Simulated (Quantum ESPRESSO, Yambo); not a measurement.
**AlN (P6_3mc): G0W0 in Yambo against the screening cutoff**

Wanted: the cheapest screening cutoff that holds the gap of AlN (P6_3mc).

Program: Yambo 5.3.0. Level of theory: PBE and many-body steps on it, plane waves. Results are calculated unless marked as measured.

The database entry behind the starting cell differs from later determinations by our own check (inner coordinate u about 0.002 short), so it need not match the best structure at ambient conditions.

### 1. The structure

Symmetry: P6_3mc, No. 186, hexagonal system. The conventional cell has a = 3.113 Å, b = 3.113 Å, c = 4.981 Å, α = 90.00°, β = 90.00°, γ = 120.00°. Nearest to Al lie 4 N at 1.89 Å. Nearest to N lie 4 Al at 1.89 Å. Farther neighbours and most contacts between anions are not listed.

Coordinates:

```
Al N
1.0
     3.11300    0.00000    0.00000
    -1.55650    2.69594    0.00000
     0.00000    0.00000    4.98100
Al N
2 2
Direct
  0.33333 0.66667 0.00000
  0.66667 0.33333 0.50000
  0.33333 0.66667 0.38000
  0.66667 0.33333 0.88000
```

The cell and positions come from the Crystallography Open Database and are kept as given unless a step says otherwise.

### 2. 3.25 Ha

This step: Yambo 5.3.0; G0W0 on PBE, plane waves, norm-conserving pseudopotentials.

G0W0 replaces the xc potential by the self-energy, built once from these orbitals. Only a window of levels is corrected, while the sums run over the empty bands that the input names.

gw7.in reads:

```
HF_and_locXC
gw0
dyson
ppa
em1d
rim_cut
RandQpts= 1000000
RandGvec= 1 RL
EXXRLvcs= 72 Ry
VXCRLvcs= 288 Ry
Chimod= "HARTREE"
% BndsRnXp
 1 | 132 |
%
NGsBlkXp= 6.5 Ry
% LongDrXp
 1 | 1 | 1 |
%
% GbndRnge
 1 | 132 |
%
DysSolver= "n"
ExtendOut
PPAPntXp= 27.21138 eV
% QPkrange
 1 | 1 | 7 | 10 |
%
```

The run is started by

```bash
> OMP_NUM_THREADS=1 mpirun -n 4 yambo -F gw7.in -J gw7 -C gw7 > gw7.log
```

What it wrote:

```text
 Yambo, version 5.3.0

 [02] CORE Variables Setup
 =========================

  [... cell, symmetries and grids as in the set-up ...]

  [02.05] Energies & Occupations
  ==============================

  [X] === General ===
  [X] Electronic Temperature                        :  0.000000  0.000000 [eV K]
  [X] Bosonic    Temperature                        :  0.000000  0.000000 [eV K]
  [X] Finite Temperature mode                       : no
  [X] El. density                                   :  0.38275E+24 [cm-3]
  [X] Fermi Level                                   :  7.106664 [eV]

  [X] === Gaps and Widths ===
  [X] Conduction Band Min                           :  4.220509 [eV]
  [X] Valence Band Max                              :  0.000000 [eV]
  [X] Filled Bands                                  :   8
  [X] Empty Bands                                   :     9   501
  [X] Direct Gap                                    :  4.220509 [eV]
  [X] Direct Gap localized at k                     :  1
  [X] Indirect Gap                                  :  4.220509 [eV]
  [X] Indirect Gap between kpts                     :  1  1
  [X] Last valence band width                       :  2.371270 [eV]
  [X] 1st conduction band width                     :  3.218767 [eV]

 [03] Transferred momenta grid and indexing
 ==========================================

 IBZ Q-points                                      :  10
 BZ  Q-points                                      :   36

 K/Q-points units:
 rlu = crystal or reduced units; cc = cartesian coordinates; iku = interal k-units

 Q [ 1]         [rlu]:  0.000000  0.000000  0.000000
 Q [ 2]         [rlu]:  0.000000  0.000000  0.250000
 Q [ 3]         [rlu]:  0.000000  0.000000 -0.500000
 Q [ 4]         [rlu]: -0.40821E-19  0.33333       0.0000
 Q [ 5]         [rlu]: -0.40821E-19  0.33333      0.25000
 Q [ 6]         [rlu]: -0.40821E-19  0.33333     -0.50000
 Q [ 7]         [rlu]:  0.333333  0.333333  0.000000
 Q [ 8]         [rlu]:  0.333333  0.333333  0.250000
 Q [ 9]         [rlu]:  0.333333  0.333333 -0.500000
 Q [10]         [rlu]:  0.40821E-19 -0.33333      0.25000

 [04] Coloumb potential Random Integration (RIM)
 ===============================================

  [04.01] RIM initialization
  ==========================

  * Diagonal components only detected *

  8 x (sBL volume)        :  0.195400 [a.u.]
  sBZ random points       :  1000000
  Points outside the sBZ  :   7994252
  RL volume               :  0.879301 [a.u.]
  Integrated volume       :  0.879933 [a.u.]

  [04.02] RIM integrals
  =====================

  Gamma point sphere radius             :  0.105259 [a.u.]
  Points outside the sphere             :   811608
  [Int_sBZ(q=0) 1/q^2]*(Vol_sBZ)^(-1/3) =:  7.236165
                                 should be <:  7.795600

  Summary of Coulomb integrals for non-metallic bands |Q|[au] RIM/Bare

  Q [1] 0.100000E-4 0.928237 * Q [2] 0.166880 0.646012
  Q [3] 0.333760 0.872534 * Q [4] 0.411102 1.143679
  Q [10] 0.443682 1.087027 * Q [5] 0.443682 1.086663
  Q [6] 0.529529 1.022105 * Q [7] 0.712050 1.044470
  Q [8] 0.731344 1.037865 * Q [9] 0.786391 1.024498

 [WARNING] [Xp] User bands 1-132 break level degeneracy

 [05] Dipoles
 ============

  [05.01] Setup: observables and procedures
  =========================================

  [WARNING] [x,Vnl] slows the Dipoles computation. To neglect it rename the ns.kb_pp file

 [06] Dynamic Dielectric Matrix (PPA)
 ====================================

 [WR./gw7//ndb.pp]---------------------------------------------------------------
  Brillouin Zone Q/K grids (IBZ/BZ)                :   10   36   10   36
  RL vectors                                       :   3777 [WF]
  Coulomb cutoff potential                         : none
  Electronic Temperature                           :  0.000000 [K]
  Bosonic    Temperature                           :  0.000000 [K]
  PPA    diel. fun.  energies                      : Perdew, Burke & Ernzerhof(X)+Perdew, Burke & Ernzerhof(C)
  wavefunctions                                    : Perdew, Burke & Ernzerhof(X)+Perdew, Burke & Ernzerhof(C)
  Global Gauge                                     : length
  X matrix size                                    :   73
  X band range                                     :    1  132
  X e/h energy range                               : -1.000000 -1.000000 [eV]
  X Time ordering                                  : R
  X Hxc Kernel                                     : HARTREE
  X Drude frequency                                :  0.000000  0.000000
  X poles                                          :  100.0000 [o/o]
  RL vectors in the sum                            :   3777
  [r,Vnl] included                                 : yes
  Field direction                                  :  0.577350E-5  0.577350E-5  0.577350E-5
  BZ energy Double Grid                            : no
  BZ energy DbGd points                            : 0
  BZ Q point size factor                           : -1.000000
  X Optical Averaged directions                    : none

 [07] Local Exchange-Correlation + Non-Local Fock
 ================================================

 [VXC] Plane waves :  23187
 [EXS] Plane waves :  2875

 QP @ state[ 1 ] K range:  1  1
 QP @ state[ 1 ] b range:   7  10

 [xc] Functional : Perdew, Burke & Ernzerhof(X)+Perdew, Burke & Ernzerhof(C)
 [xc] LIBXC used to calculate xc functional
  PP Number of Atomic Species                      :  2
  NLCC RL compoments                               :  23187
  PP Number of Atomic Species                      :  2
  NLCC RL compoments                               :  23187

 [xc] E_xc :  -6.931593 [Ha]
      E_xc :  -13.86319 [Ry]

  Local XC kind (lXC) : Perdew, Burke & Ernzerhof(X)+Perdew, Burke & Ernzerhof(C)
  Non-Local XC kind (nlXC) : Hartree-Fock

  Corrections @ K [1] :  [eV]
 <7|nlXC|7> = -21.12496 -0.14039E-16 <7|lXC|7> = -16.99289  0.37763E-15
 <8|nlXC|8> = -20.86447 -0.20802E-16 <8|lXC|8> = -17.08523  0.18882E-15
 <9|nlXC|9> = -7.867130 -0.16316E-17 <9|lXC|9> = -12.50474 -0.56645E-15
 <10|nlXC|10> = -5.604894  0.83243E-18 <10|lXC|10> = -10.79204  0.18882E-15

 [08] Dyson equation: Newton solver
 ==================================

  [08.01] G0W0 (W PPA)
  ====================

  [  GW  ] Bands range     :    1  132
  [GW/PPA] G damping       :  0.100000 [eV]

  QP @ state[ 1 ] K range:  1  1
  QP @ state[ 1 ] b range:   7  10

   Sc/G bands                                       :    1  132
   Sc/G damping                                     :  0.100000 ev
   Sc bands terminator                              : no
   Sx RL components                                 :  2875

   QP @ state[ 1 ] K range                          :  1  1
   QP @ state[ 1 ] b range                          :   7  10
   GF energies kind                                 : Perdew, Burke & Ernzerhof(X)+Perdew, Burke & Ernzerhof(C)
   GF WF`s kind                                     : Perdew, Burke & Ernzerhof(X)+Perdew, Burke & Ernzerhof(C)
   Xs energies kind                                 : Perdew, Burke & Ernzerhof(X)+Perdew, Burke & Ernzerhof(C)
   Xs WF`s kind                                     : Perdew, Burke & Ernzerhof(X)+Perdew, Burke & Ernzerhof(C)

 [11] Game Over & Game summary
```

Elapsed: 19 s, on 4 MPI ranks of Arm Neoverse V1, shared host; peak memory 1.4 GiB.

This step gave:

| Property | Result |
| --- | --- |
| G0W0 gap on the points computed | 5.366 eV |
| starting gap on the mesh | 4.221 eV |
| k of the valence top | 0, 0, 0 |
| k of the conduction bottom | 0, 0, 0 |
| least direct G0W0 gap on the computed points | 5.366 eV |
| Z at the valence top | 0.8003 |
| Z at the conduction bottom | 0.8254 |

The gap on the mesh goes from 4.22 eV to 5.37 eV, a correction of +1.15 eV.

### 3. 5.25 Ha

gw8.in reads:

```
HF_and_locXC
gw0
dyson
ppa
em1d
rim_cut
RandQpts= 1000000
RandGvec= 1 RL
EXXRLvcs= 72 Ry
VXCRLvcs= 288 Ry
Chimod= "HARTREE"
% BndsRnXp
 1 | 132 |
%
NGsBlkXp= 10.5 Ry
% LongDrXp
 1 | 1 | 1 |
%
% GbndRnge
 1 | 132 |
%
DysSolver= "n"
ExtendOut
PPAPntXp= 27.21138 eV
% QPkrange
 1 | 1 | 7 | 10 |
%
```

The run is started by

```bash
> OMP_NUM_THREADS=1 mpirun -n 4 yambo -F gw8.in -J gw8 -C gw8 > gw8.log
```

What it wrote:

```text
 Yambo, version 5.3.0

 [02] CORE Variables Setup
 =========================

  [... cell, symmetries and grids as in the set-up ...]

  [02.05] Energies & Occupations
  ==============================

  [X] === General ===
  [X] Electronic Temperature                        :  0.000000  0.000000 [eV K]
  [X] Bosonic    Temperature                        :  0.000000  0.000000 [eV K]
  [X] Finite Temperature mode                       : no
  [X] El. density                                   :  0.38275E+24 [cm-3]
  [X] Fermi Level                                   :  7.106664 [eV]

  [X] === Gaps and Widths ===
  [X] Conduction Band Min                           :  4.220509 [eV]
  [X] Valence Band Max                              :  0.000000 [eV]
  [X] Filled Bands                                  :   8
  [X] Empty Bands                                   :     9   501
  [X] Direct Gap                                    :  4.220509 [eV]
  [X] Direct Gap localized at k                     :  1
  [X] Indirect Gap                                  :  4.220509 [eV]
  [X] Indirect Gap between kpts                     :  1  1
  [X] Last valence band width                       :  2.371270 [eV]
  [X] 1st conduction band width                     :  3.218767 [eV]

 [03] Transferred momenta grid and indexing
 ==========================================

 IBZ Q-points                                      :  10
 BZ  Q-points                                      :   36

 K/Q-points units:
 rlu = crystal or reduced units; cc = cartesian coordinates; iku = interal k-units

 Q [ 1]         [rlu]:  0.000000  0.000000  0.000000
 Q [ 2]         [rlu]:  0.000000  0.000000  0.250000
 Q [ 3]         [rlu]:  0.000000  0.000000 -0.500000
[...]
================================================

 [VXC] Plane waves :  23187
 [EXS] Plane waves :  2875

 QP @ state[ 1 ] K range:  1  1
 QP @ state[ 1 ] b range:   7  10

 [xc] Functional : Perdew, Burke & Ernzerhof(X)+Perdew, Burke & Ernzerhof(C)
 [xc] LIBXC used to calculate xc functional
  PP Number of Atomic Species                      :  2
  NLCC RL compoments                               :  23187
  PP Number of Atomic Species                      :  2
  NLCC RL compoments                               :  23187

 [xc] E_xc :  -6.931593 [Ha]
      E_xc :  -13.86319 [Ry]

  Local XC kind (lXC) : Perdew, Burke & Ernzerhof(X)+Perdew, Burke & Ernzerhof(C)
  Non-Local XC kind (nlXC) : Hartree-Fock

  Corrections @ K [1] :  [eV]
 <7|nlXC|7> = -21.12496 -0.14039E-16 <7|lXC|7> = -16.99289  0.37763E-15
 <8|nlXC|8> = -20.86447 -0.20802E-16 <8|lXC|8> = -17.08523  0.18882E-15
 <9|nlXC|9> = -7.867130 -0.16316E-17 <9|lXC|9> = -12.50474 -0.56645E-15
 <10|nlXC|10> = -5.604894  0.83243E-18 <10|lXC|10> = -10.79204  0.18882E-15

 [08] Dyson equation: Newton solver
 ==================================

  [08.01] G0W0 (W PPA)
  ====================

  [  GW  ] Bands range     :    1  132
  [GW/PPA] G damping       :  0.100000 [eV]

  QP @ state[ 1 ] K range:  1  1
  QP @ state[ 1 ] b range:   7  10

   Sc/G bands                                       :    1  132
   Sc/G damping                                     :  0.100000 ev
   Sc bands terminator                              : no
   Sx RL components                                 :  2875

   QP @ state[ 1 ] K range                          :  1  1
   QP @ state[ 1 ] b range                          :   7  10
   GF energies kind                                 : Perdew, Burke & Ernzerhof(X)+Perdew, Burke & Ernzerhof(C)
   GF WF`s kind                                     : Perdew, Burke & Ernzerhof(X)+Perdew, Burke & Ernzerhof(C)
   Xs energies kind                                 : Perdew, Burke & Ernzerhof(X)+Perdew, Burke & Ernzerhof(C)
   Xs WF`s kind                                     : Perdew, Burke & Ernzerhof(X)+Perdew, Burke & Ernzerhof(C)

 [11] Game Over & Game summary
```

The job ended after 25 s (4 MPI ranks; peak memory 1.4 GiB).

This step gave:

* G0W0 gap on the points computed: 5.527 eV
* starting gap on the mesh: 4.221 eV
* k of the valence top: 0, 0, 0
* k of the conduction bottom: 0, 0, 0
* least direct G0W0 gap on the computed points: 5.527 eV
* Z at the valence top: 0.7956
* Z at the conduction bottom: 0.8214

Against the run before, the gap moves by +0.161 eV.

### 4. 10.5 Ha

gw9.in reads:

```
HF_and_locXC
gw0
dyson
ppa
em1d
rim_cut
RandQpts= 1000000
RandGvec= 1 RL
EXXRLvcs= 72 Ry
VXCRLvcs= 288 Ry
Chimod= "HARTREE"
% BndsRnXp
 1 | 132 |
%
NGsBlkXp= 21 Ry
% LongDrXp
 1 | 1 | 1 |
%
% GbndRnge
 1 | 132 |
%
DysSolver= "n"
ExtendOut
PPAPntXp= 27.21138 eV
% QPkrange
 1 | 1 | 7 | 10 |
%
```

The run is started by

```bash
> OMP_NUM_THREADS=1 mpirun -n 4 yambo -F gw9.in -J gw9 -C gw9 > gw9.log
```

What it wrote:

```text
 Yambo, version 5.3.0

 [02] CORE Variables Setup
 =========================

  [... cell, symmetries and grids as in the set-up ...]

  [02.05] Energies & Occupations
  ==============================

  [X] === General ===
  [X] Electronic Temperature                        :  0.000000  0.000000 [eV K]
  [X] Bosonic    Temperature                        :  0.000000  0.000000 [eV K]
  [X] Finite Temperature mode                       : no
  [X] El. density                                   :  0.38275E+24 [cm-3]
[...]
Sx RL components                                 :  2875

   QP @ state[ 1 ] K range                          :  1  1
   QP @ state[ 1 ] b range                          :   7  10
   GF energies kind                                 : Perdew, Burke & Ernzerhof(X)+Perdew, Burke & Ernzerhof(C)
   GF WF`s kind                                     : Perdew, Burke & Ernzerhof(X)+Perdew, Burke & Ernzerhof(C)
   Xs energies kind                                 : Perdew, Burke & Ernzerhof(X)+Perdew, Burke & Ernzerhof(C)
   Xs WF`s kind                                     : Perdew, Burke & Ernzerhof(X)+Perdew, Burke & Ernzerhof(C)

 [11] Game Over & Game summary
```

Run time: 1.9 min. Hardware: 4 MPI ranks; peak memory 1.4 GiB.

This step gave:

```
G0W0 gap on the points computed              : 5.555 eV
starting gap on the mesh                     : 4.221 eV
k of the valence top                         : 0, 0, 0
k of the conduction bottom                   : 0, 0, 0
least direct G0W0 gap on the computed points : 5.555 eV
```

Against the run before, the gap moves by +0.027 eV.

### 5. 13 Ha

gw10.in reads:

```
HF_and_locXC
gw0
dyson
ppa
em1d
rim_cut
RandQpts= 1000000
RandGvec= 1 RL
EXXRLvcs= 72 Ry
VXCRLvcs= 288 Ry
Chimod= "HARTREE"
% BndsRnXp
 1 | 132 |
%
NGsBlkXp= 26 Ry
% LongDrXp
 1 | 1 | 1 |
%
% GbndRnge
 1 | 132 |
%
DysSolver= "n"
ExtendOut
PPAPntXp= 27.21138 eV
% QPkrange
 1 | 1 | 7 | 10 |
%
```

The run is started by

```bash
> OMP_NUM_THREADS=1 mpirun -n 4 yambo -F gw10.in -J gw10 -C gw10 > gw10.log
```

What it wrote:

```text
 Yambo, version 5.3.0

 [02] CORE Variables Setup
 =========================

  [... cell, symmetries and grids as in the set-up ...]

  [02.05] Energies & Occupations
  ==============================

  [X] === General ===
  [X] Electronic Temperature                        :  0.000000  0.000000 [eV K]
  [X] Bosonic    Temperature                        :  0.000000  0.000000 [eV K]
  [X] Finite Temperature mode                       : no
  [X] El. density                                   :  0.38275E+24 [cm-3]
[...]
Sx RL components                                 :  2875

   QP @ state[ 1 ] K range                          :  1  1
   QP @ state[ 1 ] b range                          :   7  10
   GF energies kind                                 : Perdew, Burke & Ernzerhof(X)+Perdew, Burke & Ernzerhof(C)
   GF WF`s kind                                     : Perdew, Burke & Ernzerhof(X)+Perdew, Burke & Ernzerhof(C)
   Xs energies kind                                 : Perdew, Burke & Ernzerhof(X)+Perdew, Burke & Ernzerhof(C)
   Xs WF`s kind                                     : Perdew, Burke & Ernzerhof(X)+Perdew, Burke & Ernzerhof(C)

 [11] Game Over & Game summary
```

The job ended after 3.3 min (4 MPI ranks; peak memory 1.4 GiB; 13 min of CPU time).

Numbers from this step:

| Item | Value |
| --- | --- |
| G0W0 gap on the points computed | 5.555 eV |
| starting gap on the mesh | 4.221 eV |
| k of the valence top | 0, 0, 0 |
| k of the conduction bottom | 0, 0, 0 |
| least direct G0W0 gap on the computed points | 5.555 eV |

Against the run before, the gap moves by +0.0001 eV.

### 6. 16.25 Ha

gw11.in reads:

```
HF_and_locXC
gw0
dyson
ppa
em1d
rim_cut
RandQpts= 1000000
RandGvec= 1 RL
EXXRLvcs= 72 Ry
VXCRLvcs= 288 Ry
Chimod= "HARTREE"
% BndsRnXp
 1 | 132 |
%
NGsBlkXp= 32.5 Ry
% LongDrXp
 1 | 1 | 1 |
%
% GbndRnge
 1 | 132 |
%
DysSolver= "n"
ExtendOut
PPAPntXp= 27.21138 eV
% QPkrange
 1 | 1 | 7 | 10 |
%
```

The run is started by

```bash
> OMP_NUM_THREADS=1 mpirun -n 4 yambo -F gw11.in -J gw11 -C gw11 > gw11.log
```

What it wrote:

```text
 Yambo, version 5.3.0

 [02] CORE Variables Setup
 =========================

  [... cell, symmetries and grids as in the set-up ...]

  [02.05] Energies & Occupations
  ==============================

  [X] === General ===
  [X] Electronic Temperature                        :  0.000000  0.000000 [eV K]
  [X] Bosonic    Temperature                        :  0.000000  0.000000 [eV K]
  [X] Finite Temperature mode                       : no
  [X] El. density                                   :  0.38275E+24 [cm-3]
[...]
Sx RL components                                 :  2875

   QP @ state[ 1 ] K range                          :  1  1
   QP @ state[ 1 ] b range                          :   7  10
   GF energies kind                                 : Perdew, Burke & Ernzerhof(X)+Perdew, Burke & Ernzerhof(C)
   GF WF`s kind                                     : Perdew, Burke & Ernzerhof(X)+Perdew, Burke & Ernzerhof(C)
   Xs energies kind                                 : Perdew, Burke & Ernzerhof(X)+Perdew, Burke & Ernzerhof(C)
   Xs WF`s kind                                     : Perdew, Burke & Ernzerhof(X)+Perdew, Burke & Ernzerhof(C)

 [11] Game Over & Game summary
```

It took 5.7 min on 4 MPI ranks; peak memory 1.5 GiB; 23 min of CPU time.

This step gave:

```yaml
g0w0_gap_on_the_points_computed: 5.556 eV
starting_gap_on_the_mesh: 4.221 eV
k_of_the_valence_top: 0, 0, 0
k_of_the_conduction_bottom: 0, 0, 0
least_direct_g0w0_gap_on_the_computed_points: 5.556 eV
```

Against the run before, the gap moves by +0.001 eV.

### 7. The runs together

Times are wall times on 4 MPI ranks of Arm Neoverse V1, shared host, good to a factor of about two.

| run | mesh | bands | screening cutoff (eV) | DFT gap (eV) | gap on the mesh (eV) | direct (eV) | time |
| --- | --- | --- | --- | --- | --- | --- | --- |
| 3.25 Ha | 3×3×4 | 132 | 88.4 | 4.221 | 5.366 | 5.366 | 19 s |
| 5.25 Ha | 3×3×4 | 132 | 142.9 | 4.221 | 5.527 | 5.527 | 25 s |
| 10.5 Ha | 3×3×4 | 132 | 285.7 | 4.221 | 5.555 | 5.555 | 1.9 min |
| 13 Ha | 3×3×4 | 132 | 353.7 | 4.221 | 5.555 | 5.555 | 3.3 min |
| 16.25 Ha | 3×3×4 | 132 | 442.2 | 4.221 | 5.556 | 5.556 | 5.7 min |

### 8. Results

```json
{"3.25 Ha": "5.366 eV", "5.25 Ha": "5.527 eV", "10.5 Ha": "5.555 eV", "13 Ha": "5.555 eV", "16.25 Ha": "5.556 eV", "known limits": "not at the basis limit; coarse k mesh"}
```

In words: The setting moved: screening cutoff. From 3.25 Ha to 16.25 Ha the gap moves by +0.19 eV, for 18 times the time. It holds to 0.03 eV from 5.25 Ha on. Bands and screening cutoff are coupled, so a series along one setting does not show full convergence. Bands and cutoff are finite, so the gap is not at the basis limit. The miss can reach some tenths of an eV and take either sign; the mesh is an error of its own. In the G0W0 runs levels were corrected at 1 k point alone, so a gap called «on the mesh» is the least over those, and an edge elsewhere would be missed. The 3×3×4 mesh is coarse for this cell, which bears on the long-range parts of exchange and screening.

[Paths, hosts, dates, memory and timing lines, banners, echoed tables and standing remarks are left out of the program output.]

[Logs are printed without paths, hosts, clocks, repeated set-up lines and the standing remarks that a program may print on its own settings, such as how far it seeks lower states.]

[Runs of the session that timed out or met a known fault of the program may be left out.]

[Hosts, paths, dates, database ids (printed as entryN), source tags and the programs' standing remarks are cut or masked in the printed files.]
